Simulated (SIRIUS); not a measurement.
Crystal: NaF (Villiaumite).

```xyz
2
Lattice="0.0000 2.3200 2.3200 2.3200 0.0000 2.3200 2.3200 2.3200 0.0000" Properties=species:S:1:pos:R:3 pbc="T T T"
Na    0.0000    0.0000    0.0000
F     2.3200    2.3200    2.3200
```

- Program: SIRIUS 7.12.0
- Task: single point
- Functional: PBE
- Potentials or basis: all-electron FP-LAPW
- Cutoff: 273 eV
- Basis: apw+lo standard
- k mesh: 10 × 10 × 10
- Occupations: fermi-dirac, width 0.05 eV
- Spin: no spin polarisation

On this cell: largest force zero by symmetry; band gap on the k mesh 6.30 eV, direct.

The same run follows on a disturbed copy (atoms moved at random):

```
Na F
1.0
     0.00000    2.32000    2.32000
     2.32000    0.00000    2.32000
     2.32000    2.32000    0.00000
Na F
1 1
Direct
  0.99536 0.00740 0.00911
  0.49935 0.50326 0.48739
```

Task: What does the disturbed cell give?

Result: The energy moves by +3.1 meV/atom; largest force 0.170 eV/Å; band gap on the k mesh 6.30 eV, direct.

Forces in eV/Å, atoms in the order of the input:
```
Na  -0.141 -0.095 -0.001
F    0.141  0.095  0.001
```

A k mesh can miss the band edges.
